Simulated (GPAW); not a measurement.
Wanted: an ASE script for a GPAW 26.7.0 run.

| Quantity | Value |
| --- | --- |
| Task | band structure |
| Functional | BLYP |
| Potentials or basis | PAW data sets generated in the run's folder for this functional |
| Cutoff | 600 eV |
| Basis | pw |
| k mesh | 9 × 9 × 9 |
| Occupations | fermi-dirac, width 0.05 eV |
| Spin | spin-orbit coupling, no magnetisation |
| Eigensolver | davidson |
| Maxiter | 150 |
| Band path | GXWKGLUWLK,UX |
| Band points | 80 |
| spin axis theta (degrees) | 0 |
| spin axis phi (degrees) | 0 |
| Soc after scf | second variation |

Pd:

```
Pd
1.0
     0.00000    1.94650    1.94650
     1.94650    0.00000    1.94650
     1.94650    1.94650    0.00000
Pd
1
Cartesian
  0.0000 0.0000 0.0000
```

The input as run:

run.py

```python
import numpy as np
from ase import Atoms
from ase.dft.bandgap import bandgap
from ase.io import write
from ase.units import GPa
from gpaw import GPAW, PW, setup_paths
from gpaw.spinorbit import soc_eigenstates

setup_paths.insert(0, '.')

atoms = Atoms(['Pd'],
              cell=[[0.0, 1.9465, 1.9465],
                    [1.9465, 0.0, 1.9465],
                    [1.9465, 1.9465, 0.0]],
              scaled_positions=[[0.0, 0.0, 0.0]],
              pbc=True)

calc = GPAW(mode=PW(600),
            xc='BLYP',
            kpts={'size': (9, 9, 9), 'gamma': True},
            occupations={'name': 'fermi-dirac', 'width': 0.05},
            nbands=17,
            convergence={'density': 1e-05, 'energy': 1e-05},
            eigensolver='davidson',
            maxiter=150,
            txt='gpaw.txt')
atoms.calc = calc
energy = atoms.get_potential_energy()
forces = atoms.get_forces()
stress = atoms.get_stress()
calc.write('gs.gpw')
write('result.traj', atoms)
print(f'Energy: {energy:.6f} eV')
print('Forces (eV/A):')
print(forces.round(4))
print('Stress (GPa):', (stress / GPa).round(3))
print('Fermi level:', round(calc.get_fermi_level(), 4), 'eV')
print(f'Gap: {bandgap(calc)[0]:.4f} eV, direct: {bandgap(calc, direct=True)[0]:.4f} eV')

path = atoms.cell.bandpath('GXWKGLUWLK,UX', npoints=80, eps=1e-4)
bs_calc = calc.fixed_density(kpts=path, symmetry='off', nbands=25,
                             convergence={'bands': 'CBM+6.0', 'eigenstates': 1e-6}, txt='bands.txt')
bs = bs_calc.band_structure()
bs.write('bs.json')
print(f'Gap on the path: {bandgap(bs_calc)[0]:.4f} eV')

soc = soc_eigenstates(bs_calc, theta=0, phi=0)
np.savetxt('soc_bands.dat', soc.eigenvalues(), fmt='%.4f')
mesh = soc_eigenstates('gs.gpw', theta=0, phi=0)
np.savetxt('soc_mesh.dat', mesh.eigenvalues(), fmt='%.4f')
print('Fermi level with spin-orbit coupling:', round(mesh.fermi_level, 4), 'eV')
```

Potentials or basis: PAW data sets generated in the run's folder for this functional, pw.

Launch:

```console
$ gpaw-setup -f BLYP Pd
$ OMP_NUM_THREADS=1 python run.py
```

It gave:

```json
{
  "Pressure": "17.6 GPa",
  "Band gap along the path": "none (metal or under the smearing width)"
}
```

Caveat: spin-orbit coupling was added after a scalar SCF, so levels and gaps hold it while energy, forces, pressure and moments don't; this program's spin-orbit splittings come out too wide for heavy elements; so large a pressure means that the cell lies far from this level's equilibrium, or that cutoff or potentials fall short.

Run time: 14 s on 1 thread of Arm Neoverse V2, on a shared host, peak memory 0.2 GiB.
